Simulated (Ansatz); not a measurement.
input.yaml

```yaml
crystal:
  lattice:
    - [2.9716914753, 0.0, 0.0]
    - [-1.4858457376, 2.5735603098, 0.0]
    - [0.0, 0.0, 5.01772546]
  atoms:
    - { symbol: Li, position: [0.3333333333, 0.6666666667, 0.25] }
    - { symbol: Li, position: [0.6666666667, 0.3333333333, 0.75] }
basis:
  ecutwfc: 420
kpoints:
  mp_grid: { grid: [15, 15, 8] }
hamiltonian:
  xc: pbe
scf:
  occupations: { method: gaussian, width: 0.1 }
output:
  forces: true
  stress: true
  eigenvalues: true
  write_density: true
  write_potential: true
  elf: true
  volumetric_format: npy
```

Command:
```bash
ansatz run input.yaml --threads 1 --pin off --max-ram 1331MiB --backend cpu --events-out ev --progress --plain --runs-dir out
```

These are results of DFT PBE, scalar-relativistic, plane waves, PAW (Ansatz), not measurements.

From the run's log, abridged (final results; tables in files aren't shown):

```
SCF 1 converged in 6 iterations: F = -409.370729 eV  dr2 = 1.13e-13
SCF converged after 6 iterations
Free energy (F): -409.370729 eV
Harris-Foulkes:  -409.370729 eV  (|F-HF|=2.27e-13)
Internal energy: -409.364952 eV  (E = F + TS)
E sigma→0 (E₀):  -409.367841 eV
Entropy (-TS):   -0.005777 eV (-2.889 meV/atom)
Fermi energy:    1.222728 eV
--- Per-component energies (eV) ---
  E_band       = -181.231174
  E_kinetic    = 42.795592
  E_local      = -260.995889  (includes V_loc(G=0)·N_el)
  E_nonlocal   = -66.438822
  E_hartree    = 77.415630
  E_xc         = -20.312407
  E_vxc        = -26.153900  (∫ρ·V_xc dr)
  E_paw        = -42.037554  (= ΣΔE_a)
  E_vpaw       = -25.269437  (= ΣTr[D̂ρ^β])
  E_aug_tail   = 0.000023  (compensation charges beyond the density's cutoff)
  E_ewald      = -139.791525
  E_smearing   = -0.005777  (= −TS)
--- Forces (eV/Å), atoms counted from 1 ---
  atom   1  Li     0.00000000     0.00000000     0.00000000
  atom   2  Li     0.00000000     0.00000000     0.00000000
--- Stress (GPa, compression-positive) ---
        1.045750       0.000000       0.000000
        0.000000       1.045750       0.000000
        0.000000       0.000000       0.277121
  P = ⅓ Tr σ = 0.7895 GPa (7.895 kbar)
--- Band table (eV; the first three rows and the last of 135) ---
  k-point 0: bands = ["-45.2229", "-45.2031", "-2.4414", "0.9815", "4.0260", "14.5582", "14.5582"]
  k-point 1: bands = ["-45.2221", "-45.2039", "-2.3733", "0.6283", "4.5449", "14.6241", "14.6241"]
  k-point 2: bands = ["-45.2200", "-45.2060", "-2.1689", "-0.0630", "5.7312", "12.7918", "14.8145"]
  k-point 134: bands = ["-45.1942", "-45.1942", "3.5273", "3.5273", "4.0840", "4.0840", "7.8437"]
```

Self-consistency was reached.